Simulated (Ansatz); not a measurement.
Molecular dynamics on a 2×2×1 supercell (12 atoms) of ZrS2 (CdI2 type), relaxed with r2SCAN+rVV10. Forces come from r2SCAN in Ansatz: Langevin thermostat and barostat (NPT), 1300 K, steps of 3 fs. Computed, non-magnetic; the trajectory is short and the cell small, so nothing here is a converged average.

```yaml
crystal:
  lattice:
    - [7.3487981656, -1.0e-10, 0.0]
    - [-3.6743990827, 6.3642458987, 0.0]
    - [0.0, 0.0, 5.8568562426]
  atoms:
    - { symbol: Zr, position: [0.0, 0.0, 0.0] }
    - { symbol: S, position: [0.1666666667, 0.3333333333, 0.2462324613] }
    - { symbol: S, position: [0.3333333333, 0.1666666667, 0.7537675387] }
    - { symbol: Zr, position: [0.0, 0.5, 0.0] }
    - { symbol: S, position: [0.1666666667, 0.8333333333, 0.2462324613] }
    - { symbol: S, position: [0.3333333333, 0.6666666667, 0.7537675387] }
    - { symbol: Zr, position: [0.5, 0.0, 0.0] }
    - { symbol: S, position: [0.6666666667, 0.3333333333, 0.2462324613] }
    - { symbol: S, position: [0.8333333333, 0.1666666667, 0.7537675387] }
    - { symbol: Zr, position: [0.5, 0.5, 0.0] }
    - { symbol: S, position: [0.6666666667, 0.8333333333, 0.2462324613] }
    - { symbol: S, position: [0.8333333333, 0.6666666667, 0.7537675387] }
kpoints:
  mp_grid: { grid: [3, 3, 2] }
hamiltonian:
  xc: r2scan
scf:
  occupations: { method: fermi_dirac, width: 0.112 }
md:
  ensemble: npt_langevin
  temperature: 1300
  timestep: 3.0
  n_steps: 30
  initial_velocities: maxwell_boltzmann
  seed: 3046
```

Run as `ansatz run input.yaml --threads 4 --pin off --max-ram 3686MiB --backend cpu --events-out ev --progress --plain --runs-dir out`. It took 6.7 min on 4 threads of Arm Neoverse V1, on a shared host; peak host memory 1.4 GiB.

```
step  t (fs)  T (K)  free energy F from step 0 (meV/atom)  kinetic energy (meV/atom)  pressure (GPa)  volume (Å³/atom)  largest force (eV/Å)
   0       0   1192                                   0.0                      154.0            1.71             22.83                  0.05
   1       3   1176                                   2.8                      152.1            1.77             22.83                  0.37
   2       6   1293                                  11.7                      167.1            2.00             22.81                  0.86
   3       9   1163                                  26.5                      150.4            2.12             22.79                  1.45
   4      12    966                                  45.0                      124.8            2.16             22.77                  2.04
   5      15    851                                  65.1                      110.0            2.17             22.77                  2.59
   6      18    906                                  85.8                      117.2            2.26             22.79                  3.11
   7      21    809                                 104.6                      104.6            2.30             22.81                  3.48
   8      24    826                                 120.2                      106.7            2.39             22.83                  3.75
   9      27    734                                 132.7                       94.9            2.28             22.85                  3.84
  10      30    544                                 140.1                       70.4            1.98             22.88                  3.73
  11      33    641                                 142.2                       82.9            1.79             22.91                  3.49
  12      36    636                                 139.1                       82.3            1.40             22.95                  3.08
  13      39    715                                 133.0                       92.5            1.08             23.00                  2.61
  14      42    806                                 126.6                      104.2            0.86             23.05                  2.15
  15      45    783                                 120.0                      101.2            0.62             23.10                  1.79
  16      48    912                                 114.6                      117.8            0.52             23.16                  1.65
  17      51    952                                 113.4                      123.1            0.38             23.22                  1.64
  18      54   1020                                 113.9                      131.9            0.28             23.29                  1.69
  19      57    969                                 114.4                      125.3            0.17             23.36                  1.93
  20      60   1022                                 118.3                      132.1            0.25             23.42                  2.16
  21      63    930                                 123.1                      120.2            0.23             23.49                  2.24
  22      66   1048                                 125.3                      135.4            0.27             23.56                  2.34
  23      69    977                                 126.3                      126.3            0.19             23.63                  2.38
  24      72   1165                                 126.2                      150.6            0.24             23.69                  2.38
  25      75   1171                                 125.2                      151.4            0.14             23.76                  2.52
  26      78   1166                                 124.5                      150.7            0.00             23.83                  2.80
  27      81   1172                                 125.6                      151.5           -0.10             23.91                  3.09
  28      84   1157                                 127.8                      149.6           -0.11             23.98                  3.40
  29      87   1218                                 130.4                      157.4            0.02             24.05                  3.72
  30      90   1075                                 133.6                      139.0            0.09             24.12                  4.04
```

The temperature starts at 1192 K, is lowest at step 10 (544 K, 30 fs) and ends at 1075 K. The atoms start on their lattice sites with kinetic energy alone, so much of it first passes into potential energy.

Positions (Å) and forces (eV/Å) at step 30:
```
cell (Å): 7.485 0.000 0.000; -3.743 6.482 0.000; 0.000 0.000 5.966
Zr   0.051  -0.130   0.081    -1.067   2.272  -0.103
S   -0.065   2.306   1.648     0.093  -0.342  -1.756
S    1.772   1.064   4.488     0.027  -0.346   1.200
Zr  -1.807   3.515  -0.326    -1.510  -3.203   1.943
S   -2.003   5.339   1.506     0.752  -0.103  -0.275
S    0.046   4.273   4.518     1.090   0.712  -0.850
Zr   3.736  -0.151   0.061     0.538   1.966  -0.156
S    3.817   2.041   1.375    -0.448   0.268   0.147
S    5.503   1.180   4.666     0.298  -0.599  -0.029
Zr   1.896   3.062   0.215    -0.659  -1.011   0.698
S    1.832   5.324   1.419    -0.128   0.371   0.482
S    3.481   4.348   4.701     1.015   0.017  -1.301
```
